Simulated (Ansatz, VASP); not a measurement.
Given: the input of a run of Ansatz 0.2.0 on TePb.

Contents of input.yaml:

```yaml
crystal:
  lattice:
    - [0.0, 3.231, 3.231]
    - [3.231, 0.0, 3.231]
    - [3.231, 3.231, 0.0]
  atoms:
    - { symbol: Pb, position: [0.0, 0.0, 0.0] }
    - { symbol: Te, position: [0.5, 0.5, 0.5] }
kpoints:
  mp_grid: { grid: [3, 3, 3] }
scf:
  occupations: { method: fermi_dirac, width: 0.04 }
hamiltonian:
  xc: pbe
  pseudopotentials: { kind: all_electron, lapw: { basis_error: 0.003 } }
output:
  forces: true
  stress: true
  eigenvalues: true
```

Potentials or basis: all-electron LAPW, scalar-relativistic.

Run with:

```sh
$ ansatz run input.yaml --threads 1 --pin off --max-ram 2560MiB --backend cpu --events-out ev --progress --plain --runs-dir out
```

Q: Translate it to VASP 6.6.1. Potentials there: VASP PAW PBE potentials, release 64 (Pb_d, Te).

A: As run (the cutoff follows the program's own potentials):

Contents of INCAR:

```
SYSTEM = TePb
ALGO = Fast ; EDIFF = 1E-6
ENCUT = 520 ; GGA = PE
ISIF = 2 ; ISMEAR = -1
LASPH = .True. ; LCHARG = .True.
LELF = .True. ; LREAL = .False.
LVHAR = .True. ; LWAVE = .False.
NBANDS = 17 ; NELM = 100
PREC = Accurate ; SIGMA = 0.04
```

KPOINTS

```
k-points
0
Gamma
  3 3 3
  0 0 0
```

POSCAR

```
TePb
1.0
    0.0000000000      3.2310000000      3.2310000000
    3.2310000000      0.0000000000      3.2310000000
    3.2310000000      3.2310000000      0.0000000000
Pb Te
1 1
Direct
    0.0000000000      0.0000000000      0.0000000000
    0.5000000000      0.5000000000      0.5000000000
```

Potentials or basis: VASP PAW PBE potentials, release 64 (Pb_d, Te).

Run with:

```bash
$ cat potpaw_PBE.64/Pb_d/POTCAR potpaw_PBE.64/Te/POTCAR > POTCAR
$ mpirun -np 1 vasp_std > vasp.out
```

Both were run:

|  | VASP | Ansatz | Ansatz less VASP |
| --- | --- | --- | --- |
| gap on the k mesh at the Fermi level (eV) | 1.84 | 1.84 | -0.001 |
| least direct gap on the mesh (eV) | 1.84 | 1.84 | -0.001 |
| pressure (GPa) | 2.1 | 2.1 | +0.03 |

Ansatz ran all-electron here, so the differences hold the error of VASP's frozen core and of both bases.

Caveats: the k mesh is coarse (spacing up to 0.56 Å⁻¹), so the values aren't converged. The runs have no spin-orbit coupling, so splittings on Pb, Te are missing.
